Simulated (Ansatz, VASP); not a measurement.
**KBr: VASP beside Ansatz**

Wanted: the spread between two codes on one cell, functional and k mesh.

Program: Ansatz 0.2.0. Level of theory: plane waves, with VASP 6.6.1 beside it; single point at PBE. Results are calculated unless marked as measured.

## Step 1: Set-up

It takes space group Fm-3m (No. 225, cubic). Conventional cell: a = 6.600 Å, b = 6.600 Å, c = 6.600 Å, α = 90.00°, β = 90.00°, γ = 90.00°. Nearest to K lie 6 Br at 3.30 Å. Br has 6 K at 3.30 Å nearest. Farther neighbours and most contacts between anions are not listed.

## Step 2: VASP: single point, PBE

With cell and atoms fixed, the geometry can't cause a difference; cores, projectors, grids and the points listed under the comparison can.

Lines of VASP's logs that name or quote its potential files are left out, and so is its time.

File INCAR:

```
SYSTEM = KBr
PREC = Accurate
ENCUT = 400
EDIFF = 1E-06
NELM = 100
ISMEAR = -1
SIGMA = 0.05
LREAL = .FALSE.
ALGO = Normal
GGA = PE
NBANDS = 13
LORBIT = 11
LWAVE = .FALSE.
LCHARG = .FALSE.
KPAR = 2
ISIF = 2
```

File POSCAR:

```
KBr
1.0
    0.0000000000      3.3000000000      3.3000000000
    3.3000000000      0.0000000000      3.3000000000
    3.3000000000      3.3000000000      0.0000000000
K Br
1 1
Direct
    0.0000000000      0.0000000000      0.0000000000
    0.5000000000      0.5000000000      0.5000000000
```

File KPOINTS:

```
Automatic mesh
0
Gamma
6 6 6
0 0 0
```

Potentials, in the order of the species: K_pv and Br (PBE family, release 64).

Started as:

```console
$ mpirun -np 2 vasp_std
```

Numbers of over 12 decimals in the logs are rounded to 6 here.

Log:

```text
[banner, memory and clock lines left out]
running    2 mpi-ranks, on    1 nodes
 distrk:  each k-point on    1 cores,    2 groups
 distr:  one band on    1 cores,    1 groups

 POSCAR found type information on POSCAR K Br
 POSCAR found :  2 types and       2 ions
 LDA part: xc-table for (Slater+PW92), standard interpolation
 POSCAR, INCAR and KPOINTS ok, starting setup
 FFT: planning ... GRIDC
 FFT: planning ... GRID_SOFT
 FFT: planning ... GRID
 WAVECAR not read
 entering main loop
       N       E                     dE             d eps       ncg     rms          rms(c)
DAV:   1     0.656638353543E+02    0.65664E+02   -0.54141E+03   448   0.750E+02
DAV:   2    -0.160447811305E+01   -0.67268E+02   -0.63720E+02   490   0.170E+02
DAV:   3    -0.629632814268E+01   -0.46919E+01   -0.46796E+01   551   0.396E+01
DAV:   4    -0.633961206515E+01   -0.43284E-01   -0.43281E-01   436   0.445E+00
DAV:   5    -0.633989939629E+01   -0.28733E-03   -0.28733E-03   511   0.397E-01    0.268E+00
DAV:   6    -0.616995838712E+01    0.16994E+00   -0.29122E-01   461   0.263E+00    0.190E+00
DAV:   7    -0.616056374309E+01    0.93946E-02   -0.12125E-01   496   0.192E+00    0.925E-01
DAV:   8    -0.616998677113E+01   -0.94230E-02   -0.10001E-02   421   0.723E-01    0.933E-02
DAV:   9    -0.617048103365E+01   -0.49426E-03   -0.39973E-04   501   0.146E-01    0.629E-02
DAV:  10    -0.617076415470E+01   -0.28312E-03   -0.34789E-04   416   0.111E-01    0.176E-02
DAV:  11    -0.617076458887E+01   -0.43417E-06   -0.12427E-05   486   0.223E-02    0.417E-03
DAV:  12    -0.617076682448E+01   -0.22356E-05   -0.24712E-06   416   0.103E-02    0.130E-03
DAV:  13    -0.617076691173E+01   -0.87248E-07   -0.18786E-07   451   0.273E-03
   1 F= -.61707669E+01 E0= -.61707669E+01  d E =-.560757E-10
```

From OUTCAR (step 2):

```text
ion  position               nearest neighbor table
   1  0.000  0.000  0.000-   2 3.30   2 3.30   2 3.30   2 3.30   2 3.30   2 3.30
   2  0.500  0.500  0.500-   1 3.30   1 3.30   1 3.30   1 3.30   1 3.30   1 3.30

  LATTYP: Found a face centered cubic cell.
 ALAT       =     6.6000000000

 Subroutine GETGRP returns: Found 48 space group operations
 (whereof 48 operations were pure point group operations)

The static configuration has the point symmetry O_h .

 Found     16 irreducible k-points:

   k-points           NKPTS =     16   k-points in BZ     NKDIM =     16   number of bands    NBANDS=     13

   dimension x,y,z NGX =    30 NGY =   30 NGZ =   30
   dimension x,y,z NGXF=    60 NGYF=   60 NGZF=   60

   ENCUT  =  400.0 eV  29.40 Ry    5.42 a.u.   7.61  7.61  7.61*2*pi/ulx,y,z

   NELECT =      14.0000    total number of electrons

 k-points in reciprocal lattice and weights: Automatic mesh
   0.00000000  0.00000000  0.00000000       0.005
   0.16666667  0.00000000  0.00000000       0.037
   0.33333333  0.00000000  0.00000000       0.037
   0.50000000  0.00000000  0.00000000       0.019
   0.16666667  0.16666667  0.00000000       0.028
   0.33333333  0.16666667  0.00000000       0.111
   0.50000000  0.16666667  0.00000000       0.111
  -0.33333333  0.16666667  0.00000000       0.111
  -0.16666667  0.16666667  0.00000000       0.056
[...]
-0.33333333  0.33333333  0.16666667       0.111
  -0.33333333  0.50000000  0.16666667       0.056

 average (electrostatic) potential at core
       1 -14.6532       2 -65.8613

 E-fermi :  -1.7712

 k-point     1 :       0.0000    0.0000    0.0000
  band No.  band energies     occupation
    ...
      3     -14.0798      2.00000
      4     -14.0798      2.00000
      5      -2.8379      2.00000
      6      -2.8379      2.00000
      7      -2.8379      2.00000
      8       1.5885      0.00000
      9       4.7691      0.00000
     10       4.7691      0.00000
     11       4.7691      0.00000
     12       5.6130      0.00000
    ...

 k-point     2 :       0.1667    0.0000    0.0000
  band No.  band energies     occupation
    ...
      3     -14.0812      2.00000
      4     -14.0124      2.00000
      5      -3.2058      2.00000
      6      -2.9259      2.00000
      7      -2.9259      2.00000
      8       2.2463      0.00000
      9       4.6301      0.00000
     10       5.0996      0.00000
     11       5.0996      0.00000
     12       5.9814      0.00000
    ...

 k-point     3 :       0.3333    0.0000    0.0000
  band No.  band energies     occupation
    ...
      3     -14.0839      2.00000
      4     -13.8905      2.00000
      5      -3.7816      2.00000
      6      -3.0909      2.00000
      7      -3.0909      2.00000
      8       3.3600      0.00000
      9       4.8847      0.00000
     10       5.9889      0.00000
     11       5.9889      0.00000
     12       6.9123      0.00000
    ...

  Total        0.4316862      0.4316862      0.4316862      0.0000000      0.0000000      0.0000000
  in kB        9.6229219      9.6229219      9.6229219      0.0000000      0.0000000      0.0000000
  external PRESSURE =       9.6229219 kB  Pullay stress =       0.0000000 kB

  energy-cutoff  :      400.00
  volume of cell :       71.87
      direct lattice vectors                 reciprocal lattice vectors
     0.000000000  3.300000000  3.300000000    -0.151515152  0.151515152  0.151515152
     3.300000000  0.000000000  3.300000000     0.151515152 -0.151515152  0.151515152
     3.300000000  3.300000000  0.000000000     0.151515152  0.151515152 -0.151515152

 POSITION                                       TOTAL-FORCE (eV/Angst)
 -----------------------------------------------------------------------------------
      0.00000      0.00000      0.00000         0.000000      0.000000      0.000000
      3.30000      3.30000      3.30000        -0.000000     -0.000000     -0.000000
 -----------------------------------------------------------------------------------
    total drift:                               -0.000000      0.000000      0.000000

  FREE ENERGIE OF THE ION-ELECTRON SYSTEM (eV)
  ---------------------------------------------------
  free  energy   TOTEN  =        -6.1707669117 eV

  energy  without entropy=       -6.1707669117  energy(sigma->0) =       -6.17076691

 total charge
# of ion       s       p       d       tot
------------------------------------------
    1        0.068   6.076   0.067   6.211
    2        1.599   3.305   0.001   4.905
--------------------------------------------------
tot          1.667   9.381   0.068  11.116

[... 3 further parts left out ...]
```

Spin-orbit coupling is off here; it would split degenerate levels, and it lifts a valence top of Br p states by about 0.1 eV.

## Step 3: Ansatz: single point, PBE

Ansatz runs on its default PAW (the set named soft_2) files.

The same cell, functional, mesh and smearing now go to Ansatz, which takes its cutoff from its data sets.

File input.yaml:

```yaml
crystal:
  lattice:
    - [0.0, 3.3, 3.3]
    - [3.3, 0.0, 3.3]
    - [3.3, 3.3, 0.0]
  atoms:
    - { symbol: K, position: [0.0, 0.0, 0.0] }
    - { symbol: Br, position: [0.5, 0.5, 0.5] }
hamiltonian:
  xc: pbe
  pseudopotentials: { kind: paw }
kpoints:
  mp_grid: { grid: [6, 6, 6] }
scf:
  occupations: { method: fermi_dirac, width: 0.05 }
  n_extra_bands: 4
output:
  forces: true
  stress: true
  eigenvalues: true
```

Started as:

```console
$ ansatz run input.yaml --threads 2 --pin off --max-ram 4608MiB --backend cpu --events-out ev --progress --plain --runs-dir out
```

Log:

```text
scf.n_extra_bands = 4 over 8 filled bands (N_el = 16.0): the run solves 12 bands
Engine: ansatz 0.2.0, x86_64-unknown-linux-gnu
Pseudopotentials: kind: paw
Pseudopotential: K, paw, valence charge 9, recommended cutoff 420 eV (normal), K.paw.azcp
Pseudopotential: Br, paw, valence charge 7, recommended cutoff 420 eV (normal), Br.paw.azcp
Functional definition: PBE
  parameter kappa = 0.804
  parameter beta = 0.066725
  exchange = pbe_x(kappa = kappa, mu = beta*pi^2/3)
  correlation = pbe_c(beta = beta)
Crystal: 2 atoms, lattice volume = 71.874 Å³
Basis set: ecut = 420 eV, 1411 PW (Γ), exchange–correlation on 64×64×64 points (8 copies of the dense FFT grid, shifted against one another)
Bands: 12, of which v1, the nominal top of the filled ones, is band 8 counted from 1 (7 counted from 0)
Symmetry: 48 space group operations
Space group: Fm-3m (ITA 225), of the structure as read, at distance tolerance 4.2e-5 Å
k-points: 16 of 216
Non-local potential: K, projectors of the file, l = 0: 3, l = 1: 2, l = 2: 2
Non-local potential: Br, projectors of the file, l = 0: 2, l = 1: 2, l = 2: 2
PAW form: soft (Blöchl's): semilocal exchange-correlation on the pseudo side does not see the compensation charge
PAW one-centre angular grid: K, 110 points (default); XC on 64 Gauss nodes
PAW one-centre angular grid: Br, 110 points (default); XC on 64 Gauss nodes
Initial density: superposition of atomic densities (neutral atoms: chi_scale 0, normalization atom), corrected by the library's trained network
Initial wavefunctions: pseudopotential atomic-orbital guess
Functional: x = pbe(κ = 0.804, μ = 0.219515), c = pbe(β = 0.066725)
SCF iter   1: F=—  HF=-4324.496661 eV  |F-HF|=—  |Δ(HF+E_count)|=         —  Δρ=1.59e-4  dr2=1.06e-5  ethr=1.77e-3  ⟨swp⟩=6.5  Hψ=1270  notcnv=0
preconditioner: auto → none  [insulator: Δε(μ)=4.426 eV  Ē_g=14.771 eV  σ=0.050 eV  W_gap=1.00  n_scr=14 (ndim 8)  ℏωp=16.4 eV  f_vac=0.056  D(μ)=0.00/eV (n_scr^D=0)  ε∞_Penn≈2.2]
SCF iter   2: F=—  HF=-4324.496533 eV  |F-HF|=—  |Δ(HF+E_count)|=   1.27e-4  Δρ=1.94e-4  dr2=4.67e-5  ethr=6.64e-8  ⟨swp⟩=3.6  Hψ=609  notcnv=0
SCF iter   3: F=—  HF=-4324.496528 eV  |F-HF|=—  |Δ(HF+E_count)|=   5.42e-6  Δρ=4.71e-5  dr2=8.54e-7  ethr=6.64e-8  ⟨swp⟩=2.0  Hψ=304  notcnv=0
SCF iter   4: F=—  HF=-4324.496532 eV  |F-HF|=—  |Δ(HF+E_count)|=   4.49e-6  Δρ=3.53e-5  dr2=1.33e-6  ethr=5.34e-9  ⟨swp⟩=2.0  Hψ=304  notcnv=0
iter 5 did not close the SCF: its close was put off for the readings that it lacked (scf_convergence_deferred on its scf_iter line)
SCF iter   5: F=-4324.496532 eV  HF=-4324.496532 eV  |F-HF|=1.43e-8  |Δ(HF+E_count)|=   5.94e-8  Δρ=2.53e-6  dr2=3.80e-9  ethr=5.34e-9  ⟨swp⟩=2.0  Hψ=304  notcnv=0
SCF iter   6: F=-4324.496532 eV  HF=-4324.496532 eV  |F-HF|=1.78e-10  |Δ(HF+E_count)|=   1.60e-8  Δρ=8.12e-7  dr2=4.93e-10  ethr=2.37e-11  ⟨swp⟩=2.4  Hψ=768  notcnv=0
SCF 1 converged in 6 iterations: F = -4324.496532 eV  dr2 = 4.93e-10
  greatest PAW one-centre occupation: 0.987 electrons in one spin orbital (limit 2), on the K atom at site 0 (counted from 0), in its partial waves of l = 0
SCF converged after 6 iterations
Free energy (F): -4324.496532 eV
Harris-Foulkes:  -4324.496532 eV  (|F-HF|=1.78e-10)
Internal energy: -4324.496532 eV  (E = F + TS)
E sigma→0 (E₀):  -4324.496532 eV
Fermi energy:    3.342566 eV
--- Per-component energies (eV) ---
  E_band       = -133.511000
  E_kinetic    = 388.470908
  E_local      = -838.833063  (includes V_loc(G=0)·N_el)
  E_nonlocal   = 82.863392
  E_hartree    = 271.998710
  E_xc         = -400.624776
  E_vxc        = -269.645014  (∫ρ·V_xc dr)
  E_paw        = -3028.385854  (= ΣΔE_a)
  E_vpaw       = -40.364745  (= ΣTr[D̂ρ^β])
  E_aug_tail   = -0.000004  (compensation charges beyond the density's cutoff)
  E_ewald      = -799.985846
  E_smearing   = -0.000000  (= −TS)
  E_closure    = -0.000000  (closes the sum)
  Σ components = -4324.496532   (vs F -4324.496532, Δ=0.00e0)
--- Forces (eV/Å), atoms counted from 1 ---
  atom   1  K     -0.00000000     0.00000000    -0.00000000
  atom   2  Br     0.00000000    -0.00000000    -0.00000000
  max |Σ_I F_I| component: 3.39e-30 eV/Å
--- Stress (GPa, compression-positive) ---
        0.717957      -0.000000       0.000000
       -0.000000       0.717957       0.000000
       -0.000000      -0.000000       0.717957
  P = ⅓ Tr σ = 0.7180 GPa (7.180 kbar)
--- Band table (eV; the first three rows and the last of 16) ---
  k-point 0: bands = [... 4 lower, -10.1842, 1.0692, 1.0692, 1.0692, 5.5046, 8.6734, 8.6734, 8.6734]
  k-point 1: bands = [... 4 lower, -10.1157, 0.7039, 0.9805, 0.9805, 6.1605, 8.5336, 8.9962, 8.9962]
  k-point 2: bands = [... 4 lower, -9.9925, 0.1313, 0.8141, 0.8141, 7.2681, 8.7874, 9.8577, 9.8577]
  k-point 15: bands = [... 4 lower, -10.1193, 0.3625, 0.5930, 0.6214, 7.6651, 8.9937, 9.3619, 10.2985]
```

It took 0.4 s on 2 threads of AMD EPYC 9R14 (Zen 4), shared host; peak memory 0.36 GiB.

The run ends at a pressure of 0.72 GPa.

## Step 4: Comparison

Known differences besides the potentials themselves: the data sets hold 16 valence electrons in Ansatz (default PAW (the set named soft_2) files) and 14 in VASP; the cutoff is 420 eV in Ansatz and 400 eV in VASP; VASP leaves aspherical gradient terms in its spheres out (LASPH is not set), Ansatz keeps them. Total energies have different zeros and are not compared.

The two programs side by side:

| quantity | Ansatz | VASP | difference |
| --- | --- | --- | --- |
| pressure (GPa) | 0.72 | 0.96 | -0.24 |
| gap on the k mesh (eV) | 4.435 | 4.426 | +0.009 |

A gap on the mesh is an upper bound, since the band edges may lie between its points.

## Step 5: What came out

| Item | Value |
| --- | --- |
| difference in gap on the k mesh (single point, PBE) | 0.0089 eV |

What this shows: The difference in gap on the k mesh is 0.0089 eV (single point, PBE), within the 0.08 eV picked in this series as the mark of a large difference. Such differences can come from data sets, numerical settings and the points named under the comparisons, not from the functional's error against experiment.

[Lines on the potential files, build, host, timing and source positions are cut from VASP's logs without a mark.]

[Logs are printed without paths, hosts, clocks, repeated set-up lines and the standing remarks that a program may print on its own settings, such as how far it seeks lower states.]

[Hosts, paths, dates, database ids (printed as entryN), source tags and the programs' standing remarks are cut or masked in the printed files.]
